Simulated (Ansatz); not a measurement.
**TaC: energy and pressure over a range of volumes**

One table from this session's results is given with a row withheld; the runs are named, their logs left out.

Computed with Ansatz 0.2.0 (DFT LDA, scalar-relativistic, unless a step's input says otherwise).

## The starting structure

It takes space group Fm-3m (No. 225, cubic). The conventional cell has a = 4.454 Å, b = 4.454 Å, c = 4.454 Å, α = 90.00°, β = 90.00°, γ = 90.00°. Around Ta (site symmetry m-3m) lie 6 C at 2.23 Å. C (site symmetry m-3m) is surrounded by 6 Ta at 2.23 Å.

Coordinates:

```cif
data_structure
_symmetry_space_group_name_H-M 'Fm-3m'
_symmetry_Int_Tables_number 225
_cell_length_a 4.4540
_cell_length_b 4.4540
_cell_length_c 4.4540
_cell_angle_alpha 90.000
_cell_angle_beta 90.000
_cell_angle_gamma 90.000
_cell_volume 88.36
loop_
_atom_site_label
_atom_site_type_symbol
_atom_site_symmetry_multiplicity
_atom_site_Wyckoff_symbol
_atom_site_fract_x
_atom_site_fract_y
_atom_site_fract_z
_atom_site_occupancy
Ta1 Ta 4 a 0.00000 0.00000 0.00000 1
C1 C 4 b 0.50000 0.00000 0.00000 1
```

The file gives the conventional cell by its symmetry; the runs use the cell typed in the input.

Atoms are numbered in the order of the input: Ta1, C2.

Set-up of the first run:

Contents of input.yaml:

```yaml
crystal:
  lattice:
    - [0.0, 2.1969017158, 2.1969017158]
    - [2.1969017158, 0.0, 2.1969017158]
    - [2.1969017158, 2.1969017158, 0.0]
  atoms:
    - { symbol: Ta, position: [0.0, 0.0, 0.0] }
    - { symbol: C, position: [0.5, 0.5, 0.5] }
kpoints:
  mp_grid: { grid: [16, 16, 16] }
  band_path:
    path:
      - [0.0, 0.0, 0.0]
      - [0.5, 0.0, 0.5]
      - [0.625, 0.25, 0.625]
      - [0.375, 0.375, 0.75]
      - [0.0, 0.0, 0.0]
      - [0.5, 0.5, 0.5]
      - [0.5, 0.25, 0.75]
      - [0.5, 0.0, 0.5]
    npoints: 5
scf:
  occupations: { method: fermi_dirac, width: 0.05 }
hamiltonian:
  xc: lda
  pseudopotentials: { kind: all_electron, lapw: { basis_error: 0.001 } }
output:
  forces: true
  stress: true
  eigenvalues: true
```

Launch:

```console
$ ansatz run input.yaml --threads 1 --pin off --max-ram 3072MiB --backend cpu --events-out ev --progress --plain --runs-dir out
```

Among the steps run: Volume × 0.96, LAPW; Volume × 0.96, PAW; Volume × 0.96, crystal datasets; Volume × 0.99, LAPW; Volume × 0.99, PAW; Volume × 0.99, crystal datasets; Volume × 1.02, LAPW; Volume × 1.02, PAW; Volume × 1.02, crystal datasets; Volume × 1.06, LAPW; Volume × 1.06, PAW; Volume × 1.06, crystal datasets.

One table of the session follows, with a row left open; its other results are not shown here.

| method | volume (Å³/atom) | pressure (GPa) |
| --- | --- | --- |
| LAPW | 10.603 | 4.69 |
| LAPW | 10.934 | -6.15 |
| LAPW | 11.266 | -15.40 |
| LAPW | 11.708 | -25.64 |
| PAW | 10.603 | ? |
| PAW | 10.934 | -5.96 |
| PAW | 11.266 | -15.31 |
| PAW | 11.708 | -25.66 |
| crystal datasets | 10.603 | 4.69 |
| crystal datasets | 10.934 | -6.16 |
| crystal datasets | 11.266 | -15.40 |
| crystal datasets | 11.708 | -25.65 |

**Question.** Estimate the row for PAW, 10.603.

**Answer.** pressure (GPa): 5.02. In the column «pressure (GPa)» it is the highest.

Limits of these values: Spin-orbit coupling is left out, though the cell holds Ta; in elements this heavy it can shift bands and gaps by tenths of an eV. Warnings in the runs' records: gradients without spin orbit, crystal datasets made.
